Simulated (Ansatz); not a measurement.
Below is a relaxed structure of TiC. It comes from a database structure that was distorted and then relaxed.

Computed with DFT PBE, scalar-relativistic, plane waves, PAW (Ansatz 0.2.0). Cutoff 420 eV, Γ-centred mesh, Gaussian smearing, no spin polarisation.

```
Ti C
1.0
     0.00000    2.16637    2.16637
     2.16637    0.00000    2.16637
     2.16637    2.16637    0.00000
Ti C
1 1
Cartesian
  2.1664 2.1664 2.1664
  0.0000 0.0000 0.0000
```

The zero of energy is the elements' standard structures at the same level; no fitted shifts are applied.

Question: What space group does it have?

Answer: Fm-3m (No. 225), the rock salt type. Conventional cell: a = 4.333 Å. Ti has 6 C at 2.17 Å; C has 6 Ti at 2.17 Å.

Question: What is its formation energy per atom?

Answer: −0.83 eV/atom. It lies below the elements, which doesn't yet make it stable against other compounds or structures.

Question: Is it a metal?

Answer: Yes, bands cross the Fermi level on the 22×22×22 mesh.

The last run used a 22×22×22 mesh for its 2-atom cell and Gaussian smearing of 0.10 eV. The reference form of C is held partly by dispersion forces, which this level lacks. A later test with randomly moved atoms came back to the same energy, though modes that don't fit the test's cell weren't probed.
